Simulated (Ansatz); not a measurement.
Cu: checking dH/dP = V

Level of theory: Ansatz 0.2.0, DFT PBEsol, scalar-relativistic, plane waves, PAW. (420 eV cutoff, 20×20×20 k-mesh, Gaussian smearing of 0.10 eV, no spin polarisation)

Starting point, cell and atoms relaxed:

```xyz
1
Lattice="0.0000 1.7817 1.7817 1.7817 0.0000 1.7817 1.7817 1.7817 0.0000" Properties=species:S:1:pos:R:3 pbc="T T T"
Cu    0.0000    0.0000    0.0000
```

Cell and atoms were relaxed at each target pressure within the start's symmetry (Fm-3m), at zero temperature; other phases can be more stable under pressure. H = E + PV with P the target; E is the free energy at the smearing used, whose derivative the pressure is, per atom and counted from zero pressure. The mesh named is that at zero pressure; some other pressures ran on another.

| P (GPa) | V (Å³/atom) | E − E0 (meV) | H − H0 (meV) |
| --- | --- | --- | --- |
| 0 | 11.312 | 0.0 | 0.0 |
| 2 | 11.184 | 0.8 | 140.4 |
| 5 | 11.002 | 4.8 | 348.1 |
| 10 | 10.739 | 17.0 | 687.3 |
| 20 | 10.298 | 57.8 | 1343.3 |
| 40 | 9.645 | 177.9 | 2585.8 |

Question: Thermodynamics gives dH/dP = V along a relaxed path. Integrate V over P by the trapezoid rule and compare with the computed enthalpies.

Answer: With 1 eV/Å³ = 160.22 GPa, each step adds the mean volume times ΔP / 160.22:
```
P (GPa)  ∫V dP (meV) H − H0 (meV) difference (meV)
      2        140.4         140.4               0.0
      5        348.1         348.1               0.0
     10        687.4         687.3               0.0
     20       1343.9        1343.3               0.6
     40       2588.6        2585.8               2.8
```

V(P) curves upward, so the trapezoid rule runs high; integrating a smooth curve through the same points puts that excess at about 3.1 meV at 40 GPa, against the 2.8 meV found.

Question: At 40 GPa, how much of the enthalpy change is stored energy and how much is the PV term?

Answer: E rises by 178 meV/atom and PV is 40 × 9.645 / 160.22 = 2408 meV/atom, so PV makes 93 % of ΔH. So between rival structures at high pressure a small difference in volume can outweigh the difference in energy: 1 % of this volume is worth 24.1 meV/atom at this pressure.

Question: What bulk modulus do the lowest pressures give?

Answer: From the pressures that the runs reached, -1.99 GPa (11.453 Å³) and 2.00 GPa (11.184 Å³), B = −ΔP/Δln V = 3.99 / 0.0237 = 168 GPa, a mean over that range.